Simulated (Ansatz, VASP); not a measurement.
This is a calculation of BaZrO3 for Ansatz 0.2.0.

Contents of input.yaml:

```yaml
crystal:
  lattice:
    - [4.19134, 0.0, 0.0]
    - [0.0, 4.19134, 0.0]
    - [0.0, 0.0, 4.19134]
  atoms:
    - { symbol: Ba, position: [0.000198, 0.007772, -0.007424] }
    - { symbol: Zr, position: [0.50054, 0.508277, 0.491876] }
    - { symbol: O, position: [0.492829, 0.501171, 0.000468] }
    - { symbol: O, position: [0.494358, 0.001554, 0.506589] }
    - { symbol: O, position: [-0.005827, 0.505991, 0.504629] }
hamiltonian:
  xc: pbe
  pseudopotentials: { kind: paw }
kpoints:
  mp_grid: { grid: [6, 6, 6] }
scf:
  occupations: { method: fermi_dirac, width: 0.05 }
output:
  forces: true
  stress: true
  eigenvalues: true
```

Potentials or basis: Ansatz PAW.

Command:

```console
$ ansatz run input.yaml --threads 2 --pin off --max-ram 5120MiB --backend cpu --events-out ev --progress --plain --runs-dir out
```

**Question.** Set up the same calculation for VASP 6.6.1. Potentials there: VASP PAW PBE potentials, release 64 (Ba_sv, Zr_sv, O).

**Answer.** As run (the cutoff follows the program's own potentials):

Contents of INCAR:

```
PREC = Accurate
ENCUT = 520
EDIFF = 1E-7
ISMEAR = -1
SIGMA = 0.05
LREAL = False
LASPH = True
NELM = 80
ALGO = Normal
ISIF = 2
LWAVE = False
LCHARG = False
GGA = PE
NBANDS = 28
```

The input KPOINTS:

```
Automatic mesh
0
Gamma
  6 6 6
```

File POSCAR:

```
BaZrO3
1.0
    4.1913400000      0.0000000000      0.0000000000
    0.0000000000      4.1913400000      0.0000000000
    0.0000000000      0.0000000000      4.1913400000
Ba Zr O
1 1 3
Direct
    0.0001980000      0.0077720000     -0.0074240000
    0.5005400000      0.5082770000      0.4918760000
    0.4928290000      0.5011710000      0.0004680000
    0.4943580000      0.0015540000      0.5065890000
   -0.0058270000      0.5059910000      0.5046290000
```

Potentials or basis: VASP PAW PBE potentials, release 64 (Ba_sv, Zr_sv, O).

Command:

```bash
$ cat potpaw_PBE.64/Ba_sv/POTCAR potpaw_PBE.64/Zr_sv/POTCAR potpaw_PBE.64/O/POTCAR > POTCAR
$ mpirun -np 1 vasp_std > vasp.out
```

Both were run:

|  | VASP | Ansatz | Ansatz less VASP |
| --- | --- | --- | --- |
| gap on the k mesh at the Fermi level (eV) | 3.22 | 3.27 | +0.050 |
| least direct gap on the mesh (eV) | 3.45 | 3.47 | +0.022 |
| pressure (GPa) | 5.2 | 4.2 | -1.06 |
| largest component of the traceless stress (GPa) | 0.10 | 0.10 | -0.002 |
| rms of the force components (eV/Å) | 0.109 | 0.105 | -0.0039 |

Atom by atom the forces differ by 0.008 eV/Å (rms over components).

Caveats: spin-orbit coupling is left out, which moves the levels of the heavy elements; the pressure holds a Pulay correction of +0.5 GPa for the finite cutoff (Ansatz). A k mesh can miss the band edges.
